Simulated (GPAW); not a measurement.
Runs of GPAW 26.7.0 on Os. It takes space group P6_3/mmc (No. 194, hexagonal). Conventional cell: a = 2.734 Å, b = 2.734 Å, c = 4.320 Å, α = 90.00°, β = 90.00°, γ = 120.00°. Around Os (site symmetry -6m2) lie 12 Os at 2.68 to 2.73 Å. 

```csv
task,level,potentials or basis,spin,cell,optimizer,fmax,max steps,band path,band points,gap on the mesh (eV),pressure (GPa),relaxed volume (Å³/atom)
relaxation of cell and atoms,TASK,"GPAW PAW data sets (gpaw-data 1.2.1), pw",off,relaxed,BFGS,0.05 eV/Å,60,-,-,none,0.1,13.95
relaxation of cell and atoms,SCAN+D4,"GPAW PAW data sets (gpaw-data 1.2.1), pw",off,relaxed,BFGS,0.05 eV/Å,100,-,-,none,0.3,(a)
band structure,RPBE,"the program's PAW data sets (release 1.2.1) made for this functional, pw","SOC, no magnetisation",as given,-,-,-,"GMKGALHA,LM,KH",80,-,10.8,-
band structure,LDA,"the program's PAW data sets (release 1.2.1) made for this functional, pw","SOC, no magnetisation",as given,-,-,-,"GMKGALHA,LM,KH",80,-,-13.2,-
relaxation of cell and atoms,BP86,"PAW data sets generated in the run's folder for this functional, pw",off,relaxed to -2 GPa,BFGS,0.01 eV/Å,100,-,-,none,-2.0,-
```

Alike in all rows: k mesh 8 × 8 × 5; cutoff (eV) 600; smearing fermi-dirac 0.05 eV.

Question: Estimate the missing entries.

Answer: (a) 13.39.

Caveats: later steps reuse the first step's grids (some runs); the PAW data sets were made with another functional, which shifts forces and pressure a little (some runs); spin-orbit coupling was added after a scalar SCF, so levels and gaps hold it while energy, forces, pressure and moments don't (some runs); this program's spin-orbit splittings come out too wide for heavy elements (some runs); pairwise dispersion overbinds metals, which lowers pressure and volume (some runs).

A k mesh can miss the band edges, and rows without SOC leave out spin-orbit coupling on Os.

A gap of «none» marks a metal or a gap under the smearing width.

Runs at the PBE level aren't shown here.
